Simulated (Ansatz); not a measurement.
The parent structure is PbF2 in the fluorite structure (space group Fm-3m, No. 225; a = 5.899 Å). Axes: x, y, z lie along the cube axes.

Level of theory: PBEsol (Ansatz, a quantum-chemistry and plane-wave program, PAW, spin-orbit coupling left out).

It is then changed as follows: the cell is stretched by 2.00 % along z with no lateral relaxation, atoms relaxed at fixed cell.

Q: Predict the stress tensor and what it implies for the stiffness.

A: Stress of the strained cell less that of the base (GPa, compression positive):
```
  -1.09    0.00    0.00
   0.00   -1.09    0.00
   0.00    0.00   -2.18
```

Then −Δσ_ii/ε with ε = 0.0200 gives secant stiffness values (nonlinear terms included at this strain): C33 ≈ 109 GPa, C13 ≈ 54 GPa and C23 ≈ 54 GPa.

Stability against distortions was not tested.
